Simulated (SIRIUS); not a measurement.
The system is MgB2.

```xyz
3
Lattice="3.0850 0.0000 0.0000 -1.5425 2.6717 0.0000 0.0000 0.0000 3.5230" Properties=species:S:1:pos:R:3 pbc="T T T"
Mg    0.0000    0.0000    0.0000
B     1.5425    0.8906    1.7615
B     0.0000    1.7811    1.7615
```

Base run:

* Program: SIRIUS 7.10.0
* Functional: PBE
* Potentials or basis: in-house norm-conserving set, PBE (scalar relativistic)
* Cutoff: 1152 eV
* Density cutoff: 4606 eV
* k mesh: 10 × 10 × 8
* Occupations: fermi-dirac, width 0.05 eV
* Spin: no spin polarisation

Its results: band gap on the k mesh none (metal or under the smearing width); pressure -0.9 GPa.

Question: The run is repeated on the same cell with these changes: potentials or basis from in-house norm-conserving set, PBE (scalar relativistic) to SSSP 1.3.0 PBE efficiency; cutoff from 1152 eV to 828 eV; density cutoff from 4606 eV to 6645 eV; valence electrons from 16 to 8. What comes out?

Answer: Band gap on the k mesh none (metal or under the smearing width); pressure -1.4 GPa.

Not every run made on this cell is shown here.
